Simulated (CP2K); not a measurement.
Runs of CP2K 2026.2 on Se. Symmetry: P3_121, No. 152, trigonal system. Conventional cell: a = 4.366 Å, b = 4.366 Å, c = 4.954 Å, α = 90.00°, β = 90.00°, γ = 120.00°. Around Se (site symmetry 2) lie 2 Se at 2.37 Å. 

| task | level | potentials or basis | smearing | EPS_DEFAULT | NGRIDS | basis sets | potentials | CUTOFF of the grids | gap on the mesh (eV) | pressure (GPa) | largest force (eV/Å) |
| --- | --- | --- | --- | --- | --- | --- | --- | --- | --- | --- | --- |
| single point | PBE | POTENTIAL_UZH Se GTH-PBE-q6; TZVP-MOLOPT-PBE-GTH basis | gaussian 0.02 eV | 1.0E-10 | 4 | Se TZVP-MOLOPT-PBE-GTH-q6 | Se GTH-PBE-q6 of POTENTIAL_UZH | 450 Ry | (a) | 3.6 | (c) |
| band structure | r2SCAN | POTENTIAL_UZH Se GTH-SCAN-q6; TZVP-MOLOPT-SCAN-GTH basis | fermi-dirac 0.05 eV | 1.0E-9 | 4 | Se TZVP-MOLOPT-SCAN-GTH-q6 | Se GTH-SCAN-q6 of POTENTIAL_UZH | 675 Ry | 1.39 | 1.4 | 0.17 |
| band structure | TB-mBJ | POTENTIAL_UZH Se GTH-PBE-q6; TZVP-MOLOPT-PBE-GTH basis | fermi-dirac 0.05 eV | 1.0E-9 | 4 | Se TZVP-MOLOPT-PBE-GTH-q6 | Se GTH-PBE-q6 of POTENTIAL_UZH | 675 Ry | 1.48 | - | - |
| single point | PBEsol | POTENTIAL_UZH Se GTH-PBE-q6; TZVP-MOLOPT-PBE-GTH basis | fermi-dirac 0.05 eV | 1.0E-10 | 4 | Se TZVP-MOLOPT-PBE-GTH-q6 | Se GTH-PBE-q6 of POTENTIAL_UZH | 450 Ry | 1.10 | 1.9 | 0.74 |
| band structure | LDA | GTH_POTENTIALS Se GTH-PADE-q6; TZVP-MOLOPT-PBE-GTH basis | fermi-dirac 0.0259 eV | 1.0E-10 | 5 | Se TZVP-MOLOPT-PBE-GTH-q6 | Se GTH-PADE-q6 of GTH_POTENTIALS | 450 Ry | (b) | -0.4 | 0.41 |
| band structure | PBEsol | POTENTIAL_UZH Se GTH-PBE-q6; TZVP-MOLOPT-PBE-GTH basis | fermi-dirac 0.1 eV | 1.0E-10 | 5 | Se TZVP-MOLOPT-PBE-GTH-q6 | Se GTH-PBE-q6 of POTENTIAL_UZH | 450 Ry | 1.10 | 1.9 | 0.74 |
| single point | PBEsol | POTENTIAL_UZH Se GTH-PBE-q6; TZVP-MOLOPT-PBE-GTH basis | gaussian 0.1 eV | 1.0E-10 | 4 | Se TZVP-MOLOPT-PBE-GTH-q6 | Se GTH-PBE-q6 of POTENTIAL_UZH | 450 Ry | 1.10 | 1.9 | 0.74 |

Alike in all rows: no spin polarisation; cell as given; k mesh 7 × 7 × 6.

Estimate the missing entries.

(a) 1.20; (b) 1.11; (c) 0.63.

Caveats: the basis of atomic orbitals isn't converged, which shifts pressures, moduli and gaps; the mesh misses the band edges, which the band path finds closer together (some runs); the potentials were made for another functional, which shifts forces and pressure (some runs); an odd mesh through Γ misses points on the zone boundary, where band edges often lie (some runs); this is a model potential without an energy functional, so only levels have meaning (some runs).

A k mesh can miss the band edges, and the runs leave out spin-orbit coupling on Se.
